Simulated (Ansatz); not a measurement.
**Ge: energy along a strain**

Ge, Fd-3m, a = 5.658 Å (as given, not relaxed at this level: 3.7 GPa). Ansatz: PBE, PAW, 420 eV, Γ-centred 14×14×14 mesh on 2 atoms, Gaussian smearing 0.15 eV; no spin polarisation. Cell vectors (Å): 0.000 2.829 2.829; 2.829 0.000 2.829; 2.829 2.829 0.000. The cell is strained by x per cent times the pattern (1 -1 0 0 0 0) in the order xx yy zz yz xz xy (engineering shears), with fractional coordinates held. y is the free energy over the start, V0 = 22.636 Å³/atom. Symmetry makes y even in x. Points with a strain past 8.5 % were computed too (2) and aren't used here.

| x (%) | y (meV/atom) |
| --- | --- |
| -5.00 | 25.81 |
| 0.00 | 0.00 |
| 1.25 | 1.63 |
| 2.50 | 6.52 |
| 3.75 | 14.62 |
| 6.25 | 39.92 |
| 7.50 | ? |

Task: Fit y = c2 x² + c4 x⁴ to the other rows, get the stiffness along the pattern, and predict the missing energy.

Result: Least squares on the rows shown. y = 1.0497 x² − 0.00070747 x⁴. The clamped-ion stiffness p·C·p = 2 × 10.50 eV × 160.2 / 22.636 Å³ = 149 GPa (second derivative at the start, which stands under stress). At x = 7.50 the fit asked for gives 56.81 meV/atom. The run gave 56.73 meV/atom, so the fit is 0.08 meV/atom too high, a small miss on the scale of the series.

The energy rises almost harmonically, with a small negative quartic term that marks slight softening at larger strain. To first order this pattern leaves all four bond lengths unchanged and alters only the angles between them, so the stiffness of 149 GPa, which equals twice C11 − C12, mainly measures the resistance of the directional sp³ bonds to bending. The softening probably reflects the weakening of this angular restoring force as the bonds depart from tetrahedral directions.

Holding the fractional coordinates costs nothing here: the twofold axes that survive the strain keep each atom at its site, so the clamped-ion and relaxed-ion values coincide. This would not hold for a shear of the yz type, where the sublattices can shift against each other. The fit predicts the withheld point well, but its slight overestimate suggests that terms beyond the fourth order begin to matter, so the quartic coefficient is less secure than the curvature. A single strain pattern cannot separate C11 from C12.
